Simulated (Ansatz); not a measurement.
Runs of Ansatz 0.2.0 on Au. It takes space group Pm-3m (No. 221, cubic). Conventional cell: a = 2.748 Å, b = 2.748 Å, c = 2.748 Å, α = 90.00°, β = 90.00°, γ = 90.00°. Around Au (site symmetry m-3m) lie 6 Au at 2.75 Å. The cell was built by a generator and needn't be a form met in nature.

```csv
task,level,spin,cell,k mesh,cutoff (eV),smearing,points for each segment of the path,gap on the mesh (eV),pressure (GPa),relaxed volume (Å³/atom)
band structure,RPBE,off,as given,10 × 10 × 10,420,fermi-dirac 0.05 eV,14,none,3.6,-
relaxation of cell and atoms,RPBE,off,relaxed,10 × 10 × 10,420,fermi-dirac 0.05 eV,-,none,0.0,(b)
band structure,r2SCAN,off,as given,10 × 10 × 10,500,fermi-dirac 0.05 eV,14,none,-3.3,-
relaxation of cell and atoms,BLYP,off,relaxed,10 × 10 × 10,420,fermi-dirac 0.05 eV,-,none,0.0,22.37
relaxation of cell and atoms,revPBE,off,relaxed,10 × 10 × 10,420,fermi-dirac 0.05 eV,-,none,0.0,(a)
band structure,BLYP,off,as given,10 × 10 × 10,420,fermi-dirac 0.05 eV,14,none,7.6,-
single point,PBE,off,as given,10 × 10 × 10,420,gaussian 0.021 eV,-,none,0.2,-
single point,PBE,off,as given,10 × 10 × 10,420,gaussian 0.024 eV,-,none,0.2,-
band structure,PBEsol,"SOC, no magnetisation",as given,7 × 7 × 7,420,fermi-dirac 0.05 eV,14,none,-8.1,-
single point,PBE,off,as given,10 × 10 × 10,420,gaussian 0.014 eV,-,none,0.2,-
single point,PBE,off,as given,10 × 10 × 10,420,gaussian 0.017 eV,-,none,0.2,-
single point,PBE,off,as given,10 × 10 × 10,420,gaussian 0.018 eV,-,none,0.2,-
```

Alike in all rows: potentials or basis Ansatz PAW.

Estimate the missing entries.

(a) 21.30; (b) 21.51.

Caveats: the PAW data sets come from PBE, with cores solved anew for the run's functional, which leaves a small shift of forces and pressure (some runs); spin-orbit coupling is left out, which moves the levels of the heavy elements (some runs); the plane-wave basis is chosen anew once the cell has moved, so the energies of steps on either side of that aren't comparable (some runs).

A k mesh can miss the band edges, and rows without SOC leave out spin-orbit coupling on Au.

A gap of «none» marks a metal or a gap under the smearing width.
